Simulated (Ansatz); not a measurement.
## H at several levels of theory

Method: plane-wave DFT with PAW (Ansatz). The atoms stay where they are, in a cell that isn't relaxed at these levels; pressure is positive in compression.

```xyz
4
Lattice="1.6485 -2.7317 0.0000 1.6485 2.7317 0.0000 0.0000 0.0000 6.3138" Properties=species:S:1:pos:R:3 pbc="T T T"
H     1.6485   -0.3705    6.3107
H     1.6485    0.3705    0.0031
H     1.6485    0.3705    3.1538
H     1.6485   -0.3705    3.1599
```

```json
{"occupation rule": "Gaussian smearing, 0.02 eV", "spin treatment": "unpolarised"}
```

```csv
functional,mesh,cutoff (eV),gap on mesh (eV),P (GPa),largest force (eV/Å)
PBE,8×8×4,420,8.32,0.7,0.317
LDA,8×8×4,420,7.80,0.9,0.970
```

(1) What do the runs give for PBEsol, r2SCAN?

Answers

(1) They give:

| functional | mesh | cutoff (eV) | gap on mesh (eV) | P (GPa) | largest force (eV/Å) |
| --- | --- | --- | --- | --- | --- |
| PBEsol | 8×8×4 | 420 | 8.20 | 1.0 | 0.625 |
| r2SCAN | 8×8×4 | 500 | 9.07 | 0.2 | 0.005 |